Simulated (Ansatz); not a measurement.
Reaction (ligand exchange at the Si–F bond): `CO[SiH2]F` + acetic acid → `CO[SiH2]OC(C)=O` + H–F

Program: Ansatz. Geometries: PBE0-D4/def2-TZVP. ΔE: electronic, gas phase. CCSD(T)/CBS adds triple-zeta CCSD(T) − MP2 to the extrapolated MP2 energy (def2 sets, frozen cores). This one scheme is used for every species. DFT in def2-TZVPP. B3LYP here is the variant with VWN-RPA as its local correlation; programs differ in this. Each species was taken in one conformer, which may not be the lowest.

```csv
level,ΔE (kcal/mol),difference from CCSD(T)/CBS
PBE-D4,13.6,1.2
r2SCAN-D4,14.3,1.9
PBE0-D4,13.2,0.8
B3LYP-D4,13.8,1.4
ωB97X-V,13.9,1.5
ωB97M-V,13.7,1.3
B2PLYP,14.9,2.5
PBE,15.2,2.8
r2SCAN,14.8,2.4
PBE0,14.6,2.2
B3LYP,16.3,3.9
HF/def2-TZVPP,16.4,4.0
MP2/def2-TZVPP,12.3,-0.1
SCS-MP2/def2-TZVPP,13.2,0.8
CCSD/def2-TZVPP,13.2,0.8
CCSD(T)/def2-TZVPP,12.6,0.2
HF/def2-QZVPP,16.5,4.1
MP2/def2-QZVPP,12.2,-0.2
SCS-MP2/def2-QZVPP,13.2,0.8
HF/CBS(def2),16.6,4.2
MP2/CBS(def2),12.1,-0.3
CCSD/CBS(def2),13.0,0.6
CCSD(T)/CBS,12.4,0
```

Largest T1 diagnostic among the species: 0.015.

The D4 term adds −2.5 kcal/mol with B3LYP and −1.5 kcal/mol with PBE0; it sums over pairs of atoms, weighted by their polarisabilities, and B3LYP, whose exchange is more repulsive, gets the larger term. In def2-TZVPP, CCSD(T) changes the Hartree–Fock value by −3.8 kcal/mol (the triples alone add −0.6 kcal/mol) and MP2 by −4.1 kcal/mol.

CCSD(T)/CBS has its own doubt, a few kJ/mol and more with outer-core shells, so smaller differences from it don't rank the levels.
